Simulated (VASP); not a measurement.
A run of VASP 6.6.1 is set up as follows.

INCAR

```
SYSTEM = HgTe
ALGO     = Normal         ! electronic algorithm
EDIFF    = 1E-6           ! SCF threshold, eV
ENCUT    = 500            ! plane-wave cutoff, eV
GGA      = PE             ! functional
ISIF     = 2              ! what is computed and relaxed
ISMEAR   = 0              ! smearing method
LASPH    = .TRUE.         ! aspherical terms in the spheres
LCHARG   = .FALSE.        ! write CHGCAR
LREAL    = .FALSE.        ! projectors in reciprocal space
LWAVE    = .FALSE.        ! write WAVECAR
NBANDS   = 16             ! bands
NELM     = 100            ! most SCF steps
PREC     = Accurate       ! precision mode
SIGMA    = 0.05           ! smearing width, eV
```

The input KPOINTS:

```
k-points
0
G
  7 7 7
  0 0 0
```

The input POSCAR:

```
HgTe
1.0
    0.0000000000      3.1800000000      3.1800000000
    3.1800000000      0.0000000000      3.1800000000
    3.1800000000      3.1800000000      0.0000000000
Hg Te
1 1
Direct
    0.0000000000      0.0000000000      0.0000000000
    0.5000000000      0.5000000000      0.5000000000
```

Potentials or basis: VASP PAW PBE potentials, release 64 (Hg, Te).

The run is started by

```sh
$ cat potpaw_PBE.64/Hg/POTCAR potpaw_PBE.64/Te/POTCAR > POTCAR
$ mpirun -np 1 vasp_std > vasp.out
```

(1) What does it give for the pressure?

(2) What does it give for the band gap on the k mesh?

Answers

(1) -3.7 GPa.

(2) none (metal or under the smearing width).
